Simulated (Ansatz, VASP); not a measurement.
Two plane-wave programs on HBr

The input INCAR:

```
ALGO     = Normal         # electronic algorithm
EDIFF    = 1E-6           # SCF threshold, eV
ENCUT    = 520            # plane-wave cutoff, eV
GGA      = PS             # functional
ISIF     = 2              # what is computed and relaxed
ISMEAR   = -1             # smearing method
LASPH    = T              # aspherical terms in the spheres
LCHARG   = F              # write CHGCAR
LREAL    = F              # projectors in reciprocal space
LWAVE    = F              # write WAVECAR
NBANDS   = 11             # bands
NELM     = 60             # most SCF steps
PREC     = Accurate       # precision mode
SIGMA    = 0.03           # smearing width, eV
```

File KPOINTS:

```
k-points
0
Gamma
  9 9 9
```

POSCAR

```
HBr
1.0
    0.0000000000      2.5038892849      2.6916809813
    2.4661533648      0.0000000000      2.6916809813
    2.4661533648      2.5038892849      0.0000000000
H Br
1 1
Direct
    0.0000000000      0.0000000000      0.0000000000
    0.5000000000      0.5000000000      0.5000000000
```

Input for Ansatz:

```yaml
crystal:
  lattice:
    - [0.0, 2.5038892849, 2.6916809813]
    - [2.4661533648, 0.0, 2.6916809813]
    - [2.4661533648, 2.5038892849, 0.0]
  atoms:
    - { symbol: H, position: [0.0, 0.0, 0.0] }
    - { symbol: Br, position: [0.5, 0.5, 0.5] }
kpoints:
  mp_grid: { grid: [9, 9, 9] }
  band_path:
    path:
      - [0.0, 0.0, 0.0]
      - [0.5, 0.0, 0.5]
      - [0.5, 0.2173402871, 0.7173402871]
      - [0.5, 0.7826597129, 0.2826597129]
      - [0.5, 0.5, 0.0]
      - [0.7913761462, 0.5, 0.2913761462]
      - [0.2086238538, 0.5, 0.7086238538]
      - [0.0, 0.5, 0.5]
      - [0.241090941, 0.741090941, 0.5]
    npoints: 6
scf:
  occupations: { method: fermi_dirac, width: 0.03 }
hamiltonian:
  xc: pbesol
  pseudopotentials: { kind: paw }
output:
  forces: true
  stress: true
  eigenvalues: true
  populations: true
  write_density: true
  write_potential: true
  elf: true
  volumetric_format: npy
```

Change from the starting cell: volume scaled by 0.7, PAW files.

Alike in both runs: task single point; functional PBEsol; k mesh 9 × 9 × 9; occupations fermi-dirac, width 0.03 eV; no spin polarisation.

```csv
,VASP,Ansatz
version,VASP 6.6.1,Ansatz 0.2.0
potentials or method,"VASP PAW PBE potentials, release 64 (H, Br)","PAW with Ansatz's default frozen-core files, scalar-relativistic"
plane-wave cutoff (eV),520,420
valence electrons in the cell,8,8
```

|  | VASP | Ansatz | Ansatz less VASP |
| --- | --- | --- | --- |
| pressure (GPa) | -6.9 | -6.9 | +0.01 |
| largest component of the traceless stress (GPa) | 4.30 | 4.30 | +0.003 |

With one functional, cell and mesh, what is left measures potentials, basis and numerics.

Caveats: the PAW data sets were made with another functional, which shifts forces and pressure a little (VASP).
